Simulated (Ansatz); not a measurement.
# Ga18N19: the cost of one run

All numbers below are computed with Ansatz 0.2.0 (DFT PBE, scalar-relativistic, plane waves, PAW).

4 further runs of the same task are left out: 4 set aside as unsound or not needed.

## (1) The structure to begin with

The cell holds 37 atoms (Ga18N19): a = 7.653 Å, b = 7.653 Å, c = 7.653 Å, α = 78.22°, β = 78.22°, γ = 78.22°.

The coordinates of this cell stand in the input of its own run.

The host was relaxed before at PBE: a = 3.218 Å, b = 3.218 Å, c = 5.243 Å, α = 90.00°, β = 90.00°, γ = 120.00° (conventional cell), 11.758 Å³/atom.

Places, in fractions of the supercell: N as an interstitial at (0.056, 0.056, 0.056). Its neighbours start displaced at random by about 0.05 Å.

Earlier runs gave the host's free energy in this supercell, -75022.520 eV, its gap, 1.71 eV, and ε0 = 10.89.

## (2) Charge 0, atoms relaxed

Contents of input.yaml:

```yaml
crystal:
  lattice:
    - [4.8275357019, 2.787179037, 5.2431089459]
    - [-4.8275357019, 2.787179037, 5.2431089459]
    - [1.0e-10, -5.574358074, 5.2431089459]
  atoms:
    - { symbol: Ga, position: [0.3886005038, 0.3886005038, 0.7219338371] }
    - { symbol: Ga, position: [0.3886005038, 0.7219338371, 0.3886005038] }
    - { symbol: Ga, position: [0.7219338371, 0.0552671704, 0.7219338371] }
    - { symbol: Ga, position: [0.3886005038, 0.0552671704, 0.0552671704] }
    - { symbol: Ga, position: [0.7219338371, 0.3886005038, 0.3886005038] }
    - { symbol: Ga, position: [0.0552671704, 0.7219338371, 0.7219338371] }
    - { symbol: Ga, position: [0.7219338371, 0.7219338371, 0.0552671704] }
    - { symbol: Ga, position: [0.0552671704, 0.0552671704, 0.3886005038] }
    - { symbol: Ga, position: [0.0552671704, 0.3886005038, 0.0552671704] }
    - { symbol: Ga, position: [0.4441560593, 0.7774893926, 0.7774893926] }
    - { symbol: Ga, position: [0.4441560593, 0.110822726, 0.4441560593] }
    - { symbol: Ga, position: [0.7774893926, 0.4441560593, 0.7774893926] }
    - { symbol: Ga, position: [0.4441560593, 0.4441560593, 0.110822726] }
    - { symbol: Ga, position: [0.7774893926, 0.7774893926, 0.4441560593] }
    - { symbol: Ga, position: [0.1145646372, 0.1102149158, 0.7802775656], spin: 0.1 }
    - { symbol: Ga, position: [0.7732138667, 0.1016374439, 0.1161296626], spin: 0.1 }
    - { symbol: Ga, position: [0.110822726, 0.4441560593, 0.4441560593] }
    - { symbol: Ga, position: [0.114894823, 0.7840962881, 0.1121861786], spin: 0.1 }
    - { symbol: "N", position: [0.514177274, 0.514177274, 0.8475106074] }
    - { symbol: "N", position: [0.514177274, 0.8475106074, 0.514177274] }
    - { symbol: "N", position: [0.8532695236, 0.1785332016, 0.8426514708], spin: 0.1 }
    - { symbol: "N", position: [0.514177274, 0.1808439407, 0.1808439407] }
    - { symbol: "N", position: [0.8475106074, 0.514177274, 0.514177274] }
    - { symbol: "N", position: [0.1898231116, 0.8450675782, 0.8548266806], spin: 0.1 }
    - { symbol: "N", position: [0.8535342929, 0.8349276048, 0.1958957232], spin: 0.1 }
    - { symbol: "N", position: [0.1808439407, 0.1808439407, 0.514177274] }
    - { symbol: "N", position: [0.1808439407, 0.514177274, 0.1808439407] }
    - { symbol: "N", position: [0.2363994962, 0.5697328296, 0.5697328296] }
    - { symbol: "N", position: [0.2347653488, 0.9099168311, 0.2402239968], spin: 0.1 }
    - { symbol: "N", position: [0.5697328296, 0.2363994962, 0.5697328296] }
    - { symbol: "N", position: [0.2468162318, 0.2418336598, 0.8944102425], spin: 0.1 }
    - { symbol: "N", position: [0.5697328296, 0.5697328296, 0.2363994962] }
    - { symbol: "N", position: [0.9030661629, 0.9030661629, 0.5697328296] }
    - { symbol: "N", position: [0.5697328296, 0.9030661629, 0.9030661629] }
    - { symbol: "N", position: [0.8986432047, 0.2407437715, 0.230885109], spin: 0.1 }
    - { symbol: "N", position: [0.9030661629, 0.5697328296, 0.9030661629] }
    - { symbol: "N", position: [0.0528231341, 0.0612852401, 0.0560045736], spin: 0.1 }
  host:
    lattice:
      - [3.2183571346, 0.0, 0.0]
      - [-1.6091785673, 2.787179037, 0.0]
      - [0.0, 0.0, 5.2431089459]
    atoms:
      - { symbol: Ga, position: [0.6666666667, 0.3333333333, 0.4991348446] }
      - { symbol: Ga, position: [0.3333333333, 0.6666666667, 0.9991348446] }
      - { symbol: "N", position: [0.6666666667, 0.3333333333, 0.8758651554] }
      - { symbol: "N", position: [0.3333333333, 0.6666666667, 0.3758651554] }
basis:
  ecutwfc: 420
  xc_grid: 2
kpoints:
  mp_grid: { grid: [2, 2, 2], shift: [0.5, 0.5, 0.5] }
hamiltonian:
  xc: pbe
scf:
  occupations: { method: gaussian, width: 0.02 }
  lower_state_search: "off"
output:
  forces: true
  stress: false
  eigenvalues: true
  populations: true
  charged_corrections:
    defect_position: [0.05555556, 0.05555556, 0.05555556]
    epsilon: [[10.4913, 0.0, 0.0], [0.0, 10.4913, 0.0], [0.0, 0.0, 11.6886]]
magnetization:
  spin_polarized: true
relax:
  adjacent_minimum: "off"
  f_tol: 0.03
  max_steps: 40
```

On the command line:

```sh
ansatz run input.yaml --threads 8 --pin off --max-ram 16384MiB --backend cpu --events-out ev --progress --plain --runs-dir out
```

What time and memory should one allow on 8 threads of Arm Neoverse V2, shared host?

About 80 s, with a peak of 3.1 GiB.
